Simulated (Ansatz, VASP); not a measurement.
## Cross-check of InAs between VASP and Ansatz

Wanted: the spread between two codes on one cell, functional and k mesh. The cell comes out of the VASP series on this material, whose earlier steps may have relaxed, scaled or displaced it; both programs get it as it stands.

Main program and level: Ansatz 0.2.0; plane waves, with VASP 6.6.1 beside it; single point at r2SCAN and band structure at r2SCAN.

### Step 1. The starting structure

It takes space group F-43m (No. 216, cubic). Conventional cell: a = 6.106 Å, b = 6.106 Å, c = 6.106 Å, α = 90.00°, β = 90.00°, γ = 90.00°. In has 4 As at 2.64 Å nearest. Nearest to As lie 4 In at 2.64 Å. Farther neighbours are not listed.

### Step 2. Ansatz: single point, r2SCAN

Ansatz runs on its default PAW (the set named soft_2) files.

A single point gives forces, pressure and levels at one fixed geometry, so differences don't come from the geometry; what else differs is listed under the comparison.

input.yaml

```yaml
crystal:
  lattice:
    - [0.0, 3.0532324213, 3.0532324213]
    - [3.0532324213, 0.0, 3.0532324213]
    - [3.0532324213, 3.0532324213, 0.0]
  atoms:
    - { symbol: In, position: [0.0, 0.0, 0.0] }
    - { symbol: As, position: [0.25, 0.25, 0.25] }
hamiltonian:
  xc: r2scan
  pseudopotentials: { kind: paw }
kpoints:
  mp_grid: { grid: [6, 6, 6] }
scf:
  occupations: { method: gaussian, width: 0.05 }
  n_extra_bands: 4
output:
  forces: true
  stress: true
  eigenvalues: true
```

The run is started by

```console
> ansatz run input.yaml --threads 2 --pin off --max-ram 4608MiB --backend cpu --events-out ev --progress --plain --runs-dir out
```

Numbers of over 12 decimals in the logs are rounded to 6 here.

The program printed:

```text
scf.n_extra_bands = 4 over 14 filled bands (N_el = 28.0): the run solves 18 bands
Engine: ansatz 0.2.0, aarch64-unknown-linux-gnu
Pseudopotentials: kind: paw
Pseudopotential: In, paw, valence charge 13, recommended cutoff 500 eV (meta_gga), In.paw.azcp
Pseudopotential: As, paw, valence charge 15, recommended cutoff 500 eV (meta_gga), As.paw.azcp
Functional definition: r2SCAN
  parameter k0 = 0.174
  parameter k1 = 0.065
  parameter a1 = 4.9479
  exchange = r2scan_x(k0 = k0, k1 = k1, a1 = a1)
  correlation = r2scan_c
Crystal: 2 atoms, lattice volume = 56.926 Å³
Basis set: ecut = 500 eV, 1459 PW (Γ), exchange–correlation on 128×128×128 points (64 copies of the dense FFT grid, shifted against one another)
Bands: 18, of which v1, the nominal top of the filled ones, is band 14 counted from 1 (13 counted from 0)
Symmetry: 24 space group operations
Space group: F-43m (ITA 216), of the structure as read, at distance tolerance 3.8e-5 Å
k-points: 16 of 216 (time reversal used)
Non-local potential: In, projectors of the file, l = 0: 2, l = 1: 2, l = 2: 2, l = 3: 2
Non-local potential: As, projectors of the file, l = 0: 2, l = 1: 2, l = 2: 3, l = 3: 1
PAW form: soft (Blöchl's): semilocal exchange-correlation on the pseudo side does not see the compensation charge
PAW frozen core: In, regenerated for the run's functional (the file was generated under x = pbe(κ = 0.804, μ = 0.219515), c = pbe(β = 0.066725))
PAW frozen core: As, regenerated for the run's functional (the file was generated under x = pbe(κ = 0.804, μ = 0.219515), c = pbe(β = 0.066725))
PAW one-centre angular grid: In, 590 points (default); XC on 289 of its mesh's 2783 points in the sphere
PAW one-centre angular grid: As, 590 points (default); XC on 160 Gauss nodes
Initial density: superposition of atomic densities (neutral atoms: chi_scale 0, normalization atom), corrected by the library's trained network
Initial wavefunctions: pseudopotential atomic-orbital guess
Functional: x = r2scan, c = r2scan; τ floored in thin density (d = 2e-4 eV/Å³)
SCF iter   1: F=—  HF=-10477.155804 eV  |F-HF|=—  |Δ(HF+E_count)|=         —  Δρ=6.01e-3  dr2=1.15e-2  dr2_τ=7.66e-3  ethr=1.77e-3  ⟨swp⟩=6.0  Hψ=1448  notcnv=0
preconditioner: auto → Kerker (q_TF=auto, 2.424 Å⁻¹)  [metal: Δε(μ)=0.045 eV  Ē_g=15.406 eV  σ=0.050 eV  W_gap=0.44  n_scr=14 (ndim 8)  ℏωp=20.9 eV  f_vac=0.114  D(μ)=0.28/eV (n_scr^D=0)]
SCF iter   2: F=—  HF=-10477.162524 eV  |F-HF|=—  |Δ(HF+E_count)|=   6.72e-3  Δρ=2.87e-3  dr2=2.99e-3  dr2_τ=8.63e-5  ethr=4.12e-5  ⟨swp⟩=2.0  Hψ=704  notcnv=0
preconditioner: auto → none  [insulator: Δε(μ)=0.077 eV  Ē_g=15.350 eV  σ=0.050 eV  W_gap=0.70  n_scr=14 (ndim 8)  ℏωp=20.9 eV  f_vac=0.111  D(μ)=0.19/eV (n_scr^D=0)  ε∞_Penn≈2.9]
SCF iter   3: F=—  HF=-10477.162701 eV  |F-HF|=—  |Δ(HF+E_count)|=   1.77e-4  Δρ=6.95e-4  dr2=2.39e-4  dr2_τ=6.46e-6  ethr=1.07e-5  ⟨swp⟩=2.0  Hψ=368  notcnv=0
SCF iter   4: F=—  HF=-10477.162766 eV  |F-HF|=—  |Δ(HF+E_count)|=   6.48e-5  Δρ=2.41e-4  dr2=4.16e-5  dr2_τ=7.75e-7  ethr=8.53e-7  ⟨swp⟩=2.0  Hψ=513  notcnv=0
SCF iter   5: F=—  HF=-10477.162750 eV  |F-HF|=—  |Δ(HF+E_count)|=   1.56e-5  Δρ=6.61e-5  dr2=1.31e-6  dr2_τ=5.50e-8  ethr=1.49e-7  ⟨swp⟩=2.0  Hψ=510  notcnv=0
SCF iter   6: F=-10477.162752 eV  HF=-10477.162752 eV  |F-HF|=5.11e-8  |Δ(HF+E_count)|=   2.27e-6  Δρ=1.35e-5  dr2=4.67e-8  dr2_τ=3.26e-9  ethr=3.57e-10  ⟨swp⟩=4.3  Hψ=1424  notcnv=0
SCF 1 converged in 6 iterations: F = -10477.162752 eV  dr2 = 4.67e-8
  greatest PAW one-centre occupation: 0.999 electrons in one spin orbital (limit 2), on the As atom at site 1 (counted from 0), in its partial waves of l = 2
SCF converged after 6 iterations
Free energy (F): -10477.162752 eV
Harris-Foulkes:  -10477.162752 eV  (|F-HF|=5.11e-8)
Internal energy: -10477.162548 eV  (E = F + TS)
E sigma→0 (E₀):  -10477.162650 eV
Entropy (-TS):   -0.000204 eV (-0.102 meV/atom)
Fermi energy:    7.287390 eV
--- Per-component energies (eV) ---
  E_band       = -339.595286
  E_kinetic    = 346.058328
  E_local      = -3317.896291  (includes V_loc(G=0)·N_el)
  E_nonlocal   = -301.993496
  E_hartree    = 1603.643016
  E_xc         = -274.693966
  E_vxc        = -190.424586  (∫ρ·V_xc dr)
  E_paw        = -6033.158107  (= ΣΔE_a)
  E_vpaw       = -94.380217  (= ΣTr[D̂ρ^β])
  E_aug_tail   = 0.000001  (compensation charges beyond the density's cutoff)
  E_vtau       = 11.749949  (kinetic-family band-sum trace: ∫τ·v_τ [+ j·A + Jᵃ·Aᵃ] dr)
  E_ewald      = -2498.630170
  E_core_change = -0.491862  (= ΣΔE_core)
  E_smearing   = -0.000204  (= −TS)
  E_closure    = -0.000000  (closes the sum)
  Σ components = -10477.162752   (vs F -10477.162752, Δ=0.00e0)
--- Forces (eV/Å), atoms counted from 1 ---
  atom   1  In     0.00000000    -0.00000000     0.00000000
  atom   2  As    -0.00000000     0.00000000    -0.00000000
  max |Σ_I F_I| component: 2.28e-16 eV/Å
--- Stress (GPa, compression-positive) ---
        0.065372       0.000000       0.000000
        0.000000       0.065372       0.000000
       -0.000000       0.000000       0.065372
  P = ⅓ Tr σ = 0.0654 GPa (0.654 kbar)
--- Band table (eV; the first three rows and the last of 16) ---
  k-point 0: bands = [... 10 lower, -4.8703, 7.2326, 7.2326, 7.2326, 7.3195, 11.4930, 11.4930, 11.4930]
  k-point 1: bands = [... 10 lower, -4.5888, 4.7980, 6.9288, 6.9288, 8.7330, 11.8782, 11.9346, 11.9346]
  k-point 2: bands = [... 10 lower, -3.8936, 2.5354, 6.4560, 6.4560, 8.6356, 12.3025, 12.3025, 13.7298]
  k-point 15: bands = [... 10 lower, -2.8515, 1.5326, 4.4650, 4.5388, 10.6363, 10.9447, 14.0698, 14.6209]
```

The job ended after 5.1 s (2 threads of Arm Neoverse N1, shared host; peak memory 0.45 GiB).

The run ends at a pressure of 0.07 GPa.

### Step 3. VASP: single point, r2SCAN

The same cell, functional, mesh and smearing now go to VASP, with its own data sets and cutoff.

Lines of VASP's logs that name or quote its potential files are left out, and so is its time.

INCAR

```
SYSTEM = InAs
PREC = Accurate
ENCUT = 400
EDIFF = 1E-06
NELM = 100
ISMEAR = 0
SIGMA = 0.05
LREAL = .FALSE.
ALGO = Normal
METAGGA = R2SCAN
LASPH = .TRUE.
NBANDS = 15
LORBIT = 11
LWAVE = .FALSE.
LCHARG = .TRUE.
ISIF = 2
LELF = .TRUE.
LVHAR = .TRUE.
```

POSCAR

```
InAs
1.0
    0.0000000000      3.0532324213      3.0532324213
    3.0532324213      0.0000000000      3.0532324213
    3.0532324213      3.0532324213      0.0000000000
In As
1 1
Direct
    0.0000000000      0.0000000000      0.0000000000
    0.2500000000      0.2500000000      0.2500000000
```

KPOINTS

```
Automatic mesh
0
Gamma
6 6 6
0 0 0
```

The projector-augmented-wave data sets are In_d and As (PBE family, release 64).

The run is started by

```console
> mpirun -np 2 vasp_std
```

The program printed:

```text
[banner, memory and clock lines left out]
running    2 mpi-ranks, on    1 nodes
 distrk:  each k-point on    2 cores,    1 groups
 distr:  one band on    1 cores,    2 groups

 POSCAR found type information on POSCAR InAs
 POSCAR found :  2 types and       2 ions
|                                                                             |
|               ----> ADVICE to this user running VASP <----                  |
|                                                                             |
|     You enforced a specific xc type in the INCAR file but a different       |
|     [... a line on the potential file left out ...]
|     I HOPE YOU KNOW WHAT YOU ARE DOING!                                     |
|                                                                             |

 LDA part: xc-table for (None), standard interpolation
|                                                                             |
|           W    W    AA    RRRRR   N    N  II  N    N   GGGG   !!!           |
|           W    W   A  A   R    R  NN   N  II  NN   N  G    G  !!!           |
|           W    W  A    A  R    R  N N  N  II  N N  N  G       !!!           |
|           W WW W  AAAAAA  RRRRR   N  N N  II  N  N N  G  GGG   !            |
|           WW  WW  A    A  R   R   N   NN  II  N   NN  G    G                |
|           W    W  A    A  R    R  N    N  II  N    N   GGGG   !!!           |
|                                                                             |
|     The number of bands has been changed from the values supplied in        |
|     The orbitals not found in the WAVECAR file will be initialized with     |
|     random numbers, which is usually adequate. For correlated               |
|     calculations, however, you should redo the groundstate calculation.     |
|     I found NBANDS = 15. Now, NBANDS = 16.                                  |
|                                                                             |

 POSCAR, INCAR and KPOINTS ok, starting setup
 FFT: planning ... GRIDC
 FFT: planning ... GRID_SOFT
 FFT: planning ... GRID
 WAVECAR not read
 entering main loop
       N       E                     dE             d eps       ncg     rms          rms(c)
DAV:   1     0.767498677202E+02    0.76750E+02   -0.73368E+03   512   0.104E+03
DAV:   2    -0.344015990572E+02   -0.11115E+03   -0.10752E+03   608   0.271E+02
DAV:   3    -0.412523824576E+02   -0.68508E+01   -0.68338E+01   608   0.706E+01
DAV:   4    -0.414376882867E+02   -0.18531E+00   -0.18521E+00   744   0.131E+01
DAV:   5    -0.414456184538E+02   -0.79302E-02   -0.79301E-02   664   0.215E+00    0.593E+00
DAV:   6    -0.380513992045E+02    0.33942E+01   -0.15111E+00   664   0.264E+01    0.292E+00
DAV:   7    -0.380341425375E+02    0.17257E-01   -0.21624E-01   552   0.348E+00    0.177E+00
DAV:   8    -0.380418951019E+02   -0.77526E-02   -0.18368E-02   744   0.115E+00    0.700E-01
DAV:   9    -0.380432979044E+02   -0.14028E-02   -0.17872E-03   696   0.328E-01    0.196E-01
DAV:  10    -0.380433292522E+02   -0.31348E-04   -0.18943E-04   704   0.133E-01    0.174E-01
DAV:  11    -0.380433642799E+02   -0.35028E-04   -0.76722E-05   576   0.124E-01    0.451E-02
DAV:  12    -0.380433554643E+02    0.88156E-05   -0.19108E-05   704   0.373E-02    0.445E-02
DAV:  13    -0.380433554974E+02   -0.33074E-07   -0.33972E-06   616   0.123E-02
   1 F= -.38043355E+02 E0= -.38043250E+02  d E =-.210932E-03
```

OUTCAR, selected parts (step 3):

```text
ion  position               nearest neighbor table
   1  0.000  0.000  0.000-   2 2.64   2 2.64   2 2.64   2 2.64
   2  0.250  0.250  0.250-   1 2.64   1 2.64   1 2.64   1 2.64

  LATTYP: Found a face centered cubic cell.
 ALAT       =     6.1064648426

 Subroutine GETGRP returns: Found 24 space group operations
 (whereof 24 operations were pure point group operations)

The static configuration has the point symmetry T_d .

 Found     16 irreducible k-points:

   k-points           NKPTS =     16   k-points in BZ     NKDIM =     16   number of bands    NBANDS=     16

   dimension x,y,z NGX =    28 NGY =   28 NGZ =   28
   dimension x,y,z NGXF=    56 NGYF=   56 NGZF=   56

   ENCUT  =  400.0 eV  29.40 Ry    5.42 a.u.   7.04  7.04  7.04*2*pi/ulx,y,z

   NELECT =      18.0000    total number of electrons

 k-points in reciprocal lattice and weights: Automatic mesh
   0.00000000  0.00000000  0.00000000       0.005
   0.16666667  0.00000000  0.00000000       0.037
   0.33333333  0.00000000  0.00000000       0.037
   0.50000000  0.00000000  0.00000000       0.019
   0.16666667  0.16666667  0.00000000       0.028
   0.33333333  0.16666667  0.00000000       0.111
   0.50000000  0.16666667  0.00000000       0.111
  -0.33333333  0.16666667  0.00000000       0.111
  -0.16666667  0.16666667  0.00000000       0.056
[...]
-0.33333333  0.33333333  0.16666667       0.111
  -0.33333333  0.50000000  0.16666667       0.056

 average (electrostatic) potential at core
       1-102.4675       2 -54.4009

 E-fermi :   4.0394

 k-point     1 :       0.0000    0.0000    0.0000
  band No.  band energies     occupation
    ...
      5     -10.6838      2.00000
      6      -8.1231      2.00000
      7       3.9854      1.87331
      8       3.9854      1.87327
      9       3.9854      1.87327
     10       4.0704      0.38016
     11       8.2384      0.00000
     12       8.2384      0.00000
     13       8.2384      0.00000
     14      11.9354      0.00000
    ...

 k-point     2 :       0.1667    0.0000    0.0000
  band No.  band energies     occupation
    ...
      5     -10.6837      2.00000
      6      -7.8408      2.00000
      7       1.5484      2.00000
      8       3.6810      2.00000
      9       3.6810      2.00000
     10       5.4846      0.00000
     11       8.6245      0.00000
     12       8.6799      0.00000
     13       8.6799      0.00000
     14      13.0264      0.00000
    ...

 k-point     3 :       0.3333    0.0000    0.0000
  band No.  band energies     occupation
    ...
      5     -10.6804      2.00000
      6      -7.1440      2.00000
      7      -0.7160      2.00000
      8       3.2075      2.00000
      9       3.2076      2.00000
     10       5.3856      0.00000
     11       9.0473      0.00000
     12       9.0474      0.00000
     13      10.4786      0.00000
     14      12.6105      0.00000
    ...

  Total        0.0232945      0.0232945      0.0232945      0.0000000      0.0000000      0.0000000
  in kB        0.6556237      0.6556237      0.6556237      0.0000000      0.0000000      0.0000000
  external PRESSURE =       0.6556237 kB  Pullay stress =       0.0000000 kB

  energy-cutoff  :      400.00
  volume of cell :       56.93
      direct lattice vectors                 reciprocal lattice vectors
     0.000000000  3.053232421  3.053232421    -0.163760871  0.163760871  0.163760871
     3.053232421  0.000000000  3.053232421     0.163760871 -0.163760871  0.163760871
     3.053232421  3.053232421  0.000000000     0.163760871  0.163760871 -0.163760871

 POSITION                                       TOTAL-FORCE (eV/Angst)
 -----------------------------------------------------------------------------------
      0.00000      0.00000      0.00000        -0.000000     -0.000000     -0.000000
      1.52662      1.52662      1.52662         0.000000      0.000000      0.000000
 -----------------------------------------------------------------------------------
    total drift:                                0.000015      0.000015      0.000015

  FREE ENERGIE OF THE ION-ELECTRON SYSTEM (eV)
  ---------------------------------------------------
  free  energy   TOTEN  =       -38.0433554974 eV

  energy  without entropy=      -38.0431445655  energy(sigma->0) =      -38.04325003

 total charge
# of ion       s       p       d       tot
------------------------------------------
    1        0.831   0.736   9.888  11.455
    2        1.212   1.603   0.021   2.836
--------------------------------------------------
tot          2.044   2.339   9.909  14.291

[... 3 further parts left out ...]
```

The gap is under twice the smearing width, so the edge states are partly filled and the run can't tell a small gap from a semimetal.

### Step 4. Differences

Known differences besides the PAW data sets themselves: VASP keeps PBE cores, Ansatz makes them for the functional; the data sets hold 28 valence electrons in Ansatz (default PAW (the set named soft_2) files) and 18 in VASP; the cutoff is 500 eV in Ansatz and 400 eV in VASP. Total energies have different zeros and are not compared.

Compared:

```tsv
quantity	Ansatz	VASP	difference
pressure (GPa)	0.07	0.07	0.00
```

Ansatz's pressure holds a Pulay correction of 0.01 GPa; VASP's holds none.

### Step 5. Ansatz: band structure, r2SCAN

The same path points are solved in both programs, so levels can be compared one by one.

The cell comes out of the VASP series on this material, whose earlier steps may have relaxed, scaled or displaced it; both programs get it as it stands.

input.yaml, the sections that differ from step 2:

```yaml
kpoints:
  mp_grid: { grid: [6, 6, 6] }
  band_path:
    path:
      - [0.0, 0.0, 0.0]
      - [0.16667, 0.0, 0.16667]
      - [0.33333, 0.0, 0.33333]
      - [0.5, 0.0, 0.5]
      - [0.5, 0.08333, 0.58333]
      - [0.5, 0.18333, 0.68333]
      - [0.5, 0.25, 0.75]
      - [0.45, 0.3, 0.75]
      - [0.40833, 0.34167, 0.75]
      - [0.35, 0.35, 0.7]
      - [0.225, 0.225, 0.45]
      - [0.075, 0.075, 0.15]
      - [0.03333, 0.03333, 0.03333]
      - [0.23333, 0.23333, 0.23333]
      - [0.4, 0.4, 0.4]
      - [0.51667, 0.46667, 0.51667]
      - [0.55833, 0.38333, 0.55833]
      - [0.60833, 0.28333, 0.60833]
      - [0.60833, 0.25, 0.64167]
      - [0.55833, 0.25, 0.69167]
      - [0.51667, 0.25, 0.73333]
      - [0.5, 0.3, 0.7]
      - [0.5, 0.38333, 0.61667]
      - [0.5, 0.48333, 0.51667]
      - [0.475, 0.475, 0.55]
      - [0.425, 0.425, 0.65]
      - [0.38333, 0.38333, 0.73333]
      - [0.59167, 0.18333, 0.59167]
      - [0.55, 0.1, 0.55]
      - [0.5, 0.0, 0.5]
    npoints: 1
scf:
  occupations: { method: gaussian, width: 0.05 }
  n_extra_bands: 7
# crystal, hamiltonian, output: as in step 2
```

The run is started by

```console
> ansatz run input.yaml --threads 2 --pin off --max-ram 4608MiB --backend cpu --events-out ev --progress --plain --runs-dir out
```

The program printed:

```text
[...]
Crystal: 2 atoms, lattice volume = 56.926 Å³
Basis set: ecut = 500 eV, 1459 PW (Γ), exchange–correlation on 128×128×128 points (64 copies of the dense FFT grid, shifted against one another)
Bands: 21, of which v1, the nominal top of the filled ones, is band 14 counted from 1 (13 counted from 0)
Symmetry: 24 space group operations
[...]
k-point 0: bands = [... 10 lower, -4.8703, 7.2326, 7.2326, 7.2326, 7.3195, 11.4930, 11.4930, 11.4930, ... 3 higher]
  k-point 1: bands = [... 10 lower, -4.5888, 4.7980, 6.9288, 6.9288, 8.7330, 11.8782, 11.9346, 11.9346, ... 3 higher]
  k-point 2: bands = [... 10 lower, -3.8936, 2.5354, 6.4560, 6.4560, 8.6356, 12.3025, 12.3025, 13.7298, ... 3 higher]
  k-point 15: bands = [... 10 lower, -2.8515, 1.5326, 4.4650, 4.5388, 10.6363, 10.9447, 14.0698, 14.6209, ... 3 higher]
[key lines of the parts left out:]
SCF converged after 6 iterations
Free energy (F): -10477.162752 eV
Fermi energy:    7.287388 eV
P = ⅓ Tr σ = 0.0654 GPa (0.654 kbar)
```

Wall time 9.2 s (2 threads); peak memory 0.45 GiB; 16 s of CPU time.

(Part 1 of 2 ends here.)

[Lines on the potential files, build, host, timing and source positions are cut from VASP's logs without a mark.]

[Logs are printed without paths, hosts, clocks, repeated set-up lines and the standing remarks that a program may print on its own settings, such as how far it seeks lower states.]

[Hosts, paths, dates, database ids (printed as entryN), source tags and the programs' standing remarks are cut or masked in the printed files.]
